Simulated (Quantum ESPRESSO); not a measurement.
# Nb: phonons at N under several settings

```xyz
1
Lattice="-1.6640 1.6640 1.6640 1.6640 -1.6640 1.6640 1.6640 1.6640 -1.6640" Properties=species:S:1:pos:R:3 pbc="T T T"
Nb    0.0000    0.0000    0.0000
```

All runs used Quantum ESPRESSO 7.5; k mesh 9 × 9 × 9; given cell, atoms relaxed; no spin polarisation; occupations cold, width 0.2 eV.

| level | potentials | cutoff (eV) | pressure (GPa) | frequencies (cm⁻¹) |
| --- | --- | --- | --- | --- |
| PBE | GBRV 1.5 PBE | 612 | -3.5 | 100 176 212 |
| PBE | JTH 2.0 PBE | 707 | ? | ? |
| PBE | SG15 PBE 1.2 | 952 | -3.3 | 106 177 211 |
| PBE | SPMS 1.0 PBE | 952 | -2.8 | 103 176 210 |
| PBE | SSSP 1.3 efficiency PBE | 748 | -3.1 | 102 175 210 |
| PBE | Ansatz NC SR PBE | 1116 | -3.1 | 104 176 209 |
| PBE | PseudoDojo 0.4.1 SR PBE standard | 1116 | -2.8 | 104 176 210 |

Q: What stands in the row left open?

A: Pressure -3.2 GPa; frequencies 99 177 214 cm⁻¹.

Caveats: the mesh is thin for the phonons of a metal; the q point doesn't lie on the k mesh, which can shift a metal's frequencies strongly unless the mesh is converged; the cell is more than 3 GPa from zero pressure, which shifts response properties (some runs).

For the row left open. Caveat: the mesh is thin for the phonons of a metal; the cell is more than 3 GPa from zero pressure, which shifts response properties; the q point doesn't lie on the k mesh, which can shift a metal's frequencies strongly unless the mesh is converged.
